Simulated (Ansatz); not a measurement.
# Sn: stress in a strained cell

Sn is deformed so: zz strain of -2 %. What stress and forces result, by LAPW, PAW and all-electron datasets made for the crystal?

Program: Ansatz 0.2.0. Level of theory: DFT PBE, scalar-relativistic. These are calculated values, not measurements.

## Step 1: The structure to begin with

Symmetry: I4/mmm, No. 139, tetragonal system. The conventional cell has a = 3.182 Å, b = 3.182 Å, c = 5.831 Å, α = 90.00°, β = 90.00°, γ = 90.00°. Around Sn (site symmetry 4/mmm) lie 4 Sn at 3.18 Å.

As a file:

```xyz
1
Lattice="-1.5908 1.5908 2.9156 1.5908 -1.5908 2.9156 1.5908 1.5908 -2.9156" Properties=species:S:1:pos:R:3 pbc="T T T"
Sn    0.0000    0.0000    0.0000
```

## Step 2: The deformed structure

Space group I4/mmm before, I4/mmm after.

## Step 3: LAPW, all electrons

The input, input.yaml:

```yaml
crystal:
  lattice:
    - [-1.59075, 1.59075, 2.857337]
    - [1.59075, -1.59075, 2.857337]
    - [1.59075, 1.59075, -2.857337]
  atoms:
    - { symbol: Sn, position: [0.0, 0.0, 0.0] }
kpoints:
  mp_grid: { grid: [18, 18, 18] }
  band_path:
    path:
      - [0.0, 0.0, 0.0]
      - [0.0, 0.0, 0.5]
      - [0.25, 0.25, 0.25]
      - [0.0, 0.5, 0.0]
      - [0.0, 0.0, 0.0]
      - [0.5, 0.5, -0.5]
      - [0.3274855897, 0.6725144103, -0.3274855897]
      - [-0.3274855897, 0.3274855897, 0.3274855897]
      - [0.0, 0.0, 0.0]
    npoints: 5
scf:
  occupations: { method: fermi_dirac, width: 0.03 }
hamiltonian:
  xc: pbe
  pseudopotentials: { kind: all_electron, lapw: { basis_error: 0.001 } }
output:
  forces: true
  stress: true
  eigenvalues: true
```

Started as:

```
ansatz run input.yaml --threads 1 --pin off --max-ram 3072MiB --backend cpu --events-out ev --progress --plain --runs-dir out
```

## Step 4: PAW on the default files

The input, input.yaml:

```yaml
crystal:
  lattice:
    - [-1.59075, 1.59075, 2.857337]
    - [1.59075, -1.59075, 2.857337]
    - [1.59075, 1.59075, -2.857337]
  atoms:
    - { symbol: Sn, position: [0.0, 0.0, 0.0] }
kpoints:
  mp_grid: { grid: [18, 18, 18] }
scf:
  occupations: { method: fermi_dirac, width: 0.03 }
hamiltonian:
  xc: pbe
  pseudopotentials: { kind: paw }
output:
  forces: true
  stress: true
  eigenvalues: true
  efg: { contact_densities: true }
```

## Step 5: All-electron PAW on datasets made for the crystal

input.yaml, as its differences from that of step 4:

```diff
@@ -13,3 +13,3 @@
   xc: pbe
-  pseudopotentials: { kind: paw }
+  pseudopotentials: { kind: all_electron, datasets: crystal }
 output:
```

(Steps that only read results are left out.)

What does the calculation give? Wanted: pressure; largest shear or deviatoric stress.

The runs gave:

| quantity | value |
| --- | --- |
| pressure | LAPW -0.95, PAW -0.95, crystal datasets -0.95 GPa |
| largest shear or deviatoric stress (LAPW) | 1.63 GPa |

In words: The largest part of the stress beyond the pressure is 1.63 GPa in size, in the zz component. No run of the undeformed cell stands beside it, so the pressure holds what the given cell had before the change. PAW: stress within 0.01 GPa of LAPW. Crystal datasets: stress within 0.01 GPa of LAPW.
